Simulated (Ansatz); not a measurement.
# PbO (model cell, started as zinc blende): phonons and vibrational spectra, part 3 of 3

How does PbO (model cell, started as zinc blende) vibrate, and is this structure a minimum?

Ansatz 0.2.0; DFT PBEsol, scalar-relativistic, plane waves, PAW.

So far. Step 3 (Relaxing to small forces for the phonons): The forces vanish by symmetry and the pressure is -0.007 GPa, within the tolerances set. The cell now holds 21.63 Å³/atom. Step 4 (Zone-centre response): Before it was imposed, the acoustic sum rule was missed by 3.1e-5 eV/Å² and the charge sum rule by 0.0012 e. Small misses are needed for a sound result but don't prove that mesh and cutoff are converged. The lowest optical mode is real, 252 cm⁻¹. The relaxed cell has a = 5.572 Å (conventional setting).

The structure was built from a prototype and need not be the compound's stable phase.

**5. Phonons on a q mesh (continued)**

Phonopy on the run's constants, 17x17x17 mesh, Gaussian sigma 3.7 cm-1. Interpolated from a 4×4×4 q mesh. The partial phonon density of states by wavenumber; read off at these points; values in 1/cm⁻¹/cell:

```csv
wavenumber (cm⁻¹),O,Pb
-140.0,0.00173,1.6e-4
-130.0,0.00974,0.00124
-123.4,0.0125,0.00194
-120.0,0.0118,0.00206
-110.0,0.00669,0.00153
-100.0,0.00612,0.00199
-90.0,0.00927,0.00419
-80.0,0.00376,0.00216
-70.0,0.00540,0.00466
-64.8,0.00776,0.008
-60.0,0.00730,0.00883
-50.0,0.00312,0.00528
-40.0,0.00412,0.0106
-30.0,0.00446,0.0142
-20.0,0.00330,0.0160
-10.0,0.00194,0.0126
0.0,5.4e-4,0.00337
10.0,0.00259,0.0147
13.4,0.00305,0.0181
20.0,0.00194,0.0121
30.0,5.0e-5,5.8e-4
40.0,6.3e-5,8.5e-4
50.0,1.0e-4,0.00149
60.0,1.7e-4,0.00252
70.0,2.4e-4,0.00383
80.0,3.2e-4,0.00561
90.0,4.6e-4,0.00879
100.0,0.00208,0.0277
110.0,0.00454,0.0509
114.4,0.00485,0.053
120.0,0.00596,0.0401
130.0,0.00614,0.00986
140.0,0.00730,0.00681
150.0,0.00681,0.00436
160.0,0.00875,0.00395
170.0,0.00807,0.00286
180.0,0.0104,0.00293
190.0,0.0101,0.00227
200.0,0.0114,0.00216
202.3,0.0115,0.00208
210.0,0.0103,0.00165
220.0,0.00818,0.00113
230.0,0.00712,8.5e-4
240.0,0.00586,6.0e-4
250.0,0.00272,2.4e-4
260.0,8.9e-5,5.6e-6
270.0,0,0
280.0,0,0
290.0,0,0
300.0,1.7e-4,0
310.0,0.00771,2.0e-4
320.0,0.0376,0.00117
326.0,0.0447,9.7e-4
330.0,0.0345,6.6e-4
340.0,0.0148,2.8e-4
350.0,0.00215,4.5e-5
360.0,5.8e-6,0
```

Second derivatives of the energy by pair, one row for each kind of neighbour of each atom listed. Each entry sums the pair over the periodic images of the supercell that the q mesh stands for, and in a polar crystal it holds the long-range dipole part too. Force constants by pair, by row:

```csv
atom,neighbour,distance (Å),third of the trace (eV/Å²),along the pair's line (eV/Å²)
Pb1,itself,0,6.812,–
Pb1,O,2.413,-1.102,-2.205
Pb1,Pb,3.94,-0.2088,-1.048
Pb1,O,4.62,-0.0207,0.1519
Pb1,Pb,5.572,-0.0449,-0.1311
Pb1,O,6.072,0.083,0.2016
Pb1,Pb,6.825,-0.0088,-0.0647
Pb1,O,7.239,-0.0398,0.002
Pb1,O,7.239,0.0115,0.047
O2,itself,0,2.668,–
O2,Pb,2.413,-1.102,-2.205
O2,O,3.94,0.1602,-0.4185
O2,Pb,4.62,-0.0207,0.1519
O2,O,5.572,-0.1012,-0.1467
O2,Pb,6.072,0.083,0.2016
O2,O,6.825,-0.01,-0.0533
O2,Pb,7.239,-0.0398,0.002
O2,Pb,7.239,0.0115,0.047
```

Symmetry leaves 8 wavevectors to solve. The lowest mode among them, the acoustic zeros apart, lies at q = (0, -0.5, -0.5) and is imaginary, 140.6i cm⁻¹, so the energy falls along it.

**6. Another isotope, element O, natural mass 15.999 amu**

An isotope changes the mass and not the force constants, so no new electronic calculation is needed; the shifts show which modes move this element.

The same force constants with the mass of O changed from 15.999 to 17.999 u (phonopy, no LO-TO term). Both lists are sorted by frequency; levels can cross, so a row need not hold one and the same mode. Modes under 3 cm⁻¹ are left out. Isotope shifts, by row:

```csv
q,rank,natural mass (cm⁻¹),changed mass (cm⁻¹)
0 0 0,4,252.4,239
0 0 0,5,252.4,239
0 0 0,6,252.4,239
0 0 0.25,3,73.01,72.72
0 0 0.25,4,234.4,222.3
0 0 0.25,5,234.4,222.3
0 0 0.25,6,318.7,301.6
0 0 -0.5,1,13.74,13.63
0 0 -0.5,2,13.74,13.63
0 0 -0.5,3,120.7,120.6
0 0 -0.5,4,207.5,197.3
0 0 -0.5,5,207.5,197.3
0 0 -0.5,6,305.7,288.3
0 0.25 0.25,1,-56.01,-55.03
0 0.25 0.25,2,-56.01,-55.03
0 0.25 0.25,3,82.34,82.12
0 0.25 0.25,4,168.7,161.8
0 0.25 0.25,5,168.7,161.8
0 0.25 0.25,6,346.6,327.6
```

A mode of this element alone would shift by -5.72 %. The highest zone-centre frequency without the field goes from 252.4 to 239.0 cm⁻¹ (-5.3 %). The product of the frequency ratios over all optical modes at Γ is 0.849; the product rule, (m/m′)^(3k/2) (M′/M)^(3/2) with k = 1 such atoms and M the mass of the cell, gives 0.849.

**7. Another isotope, element Pb, natural mass 207.2 amu**

The same for Pb, from 207.20 to 203.97 u.

The same force constants with the mass of Pb changed from 207.200 to 203.973 u (phonopy, no LO-TO term). Both lists are sorted by frequency; levels can cross, so a row need not hold one and the same mode. Modes under 3 cm⁻¹ are left out. Isotope shifts, by row:

```csv
q,rank,natural mass (cm⁻¹),changed mass (cm⁻¹)
0 0 0,4,252.4,252.5
0 0 0,5,252.4,252.5
0 0 0,6,252.4,252.5
0 0 0.25,3,73.01,73.55
0 0 0.25,4,234.4,234.6
0 0 0.25,5,234.4,234.6
0 0 0.25,6,318.7,318.8
0 0 -0.5,1,13.74,13.84
0 0 -0.5,2,13.74,13.84
0 0 -0.5,3,120.7,121.6
0 0 -0.5,4,207.5,207.8
0 0 -0.5,5,207.5,207.8
0 0 -0.5,6,305.7,305.7
0 0.25 0.25,1,-56.01,-56.32
0 0.25 0.25,2,-56.01,-56.32
0 0.25 0.25,3,82.34,82.96
0 0.25 0.25,4,168.7,169.1
0 0.25 0.25,5,168.7,169.1
0 0.25 0.25,6,346.6,346.7
```

A mode of this element alone would shift by +0.79 %. The highest zone-centre frequency without the field goes from 252.4 to 252.5 cm⁻¹ (+0.1 %). The product of the frequency ratios over all optical modes at Γ is 1.002; the product rule, (m/m′)^(3k/2) (M′/M)^(3/2) with k = 1 such atoms and M the mass of the cell, gives 1.002.

**8. What came out**

```json
{"space group after relaxation (within 0.01 Å)": "F-43m", "volume per atom": "21.6 Å³", "gap on the k-mesh": "0.312 eV", "highest optical mode at the zone centre (no LO-TO term)": "252 cm⁻¹", "top of the zone-centre spectrum with the field": "322 cm⁻¹", "lowest optical zone-centre mode": "252 cm⁻¹", "mean high-frequency dielectric constant": "8.72", "mean static dielectric constant": "14.1", "largest Born charge (third of the trace)": "2.13 e", "lowest mode on the q mesh (acoustic modes at Γ apart)": "-141 cm⁻¹", "highest frequency on the path or at a solved wavevector": "348 cm⁻¹", "imaginary modes on the 4×4×4 q mesh": "yes"}
```

Modes are clearly imaginary (beyond 10i cm⁻¹) at 5 of the 8 irreducible wavevectors, most at q = (0, -0.5, -0.5) (140.6i cm⁻¹), so this structure is not a minimum of the energy. Without the field, the optical modes at Γ form one degenerate level at 252 cm⁻¹. The highest mode in this list at Γ, 252.4 cm⁻¹, is mostly motion of O (93 % of the kinetic energy). With the macroscopic field of the longitudinal modes the top of the zone-centre spectrum lies at 322 cm⁻¹, against 252 cm⁻¹ without it. Lattice motion raises the mean dielectric constant from 8.717 to 14.15. The strongest infrared line is at 252 cm⁻¹. The program warns that the interpolation holds no quadrupole term, so branches close to Γ can be off in this crystal. Spin-orbit coupling is left out, which can matter for the heavy elements here. The starting cell was built on a prototype and not taken from a measurement, so the phase need not exist. These are harmonic frequencies at zero temperature: anharmonic shifts, linewidths and thermal expansion are left out.

[Logs are printed without paths, hosts, clocks, repeated set-up lines and the standing remarks that a program may print on its own settings, such as how far it seeks lower states.]

[Hosts, paths, dates, database ids (printed as entryN), source tags and the programs' standing remarks are cut or masked in the printed files.]
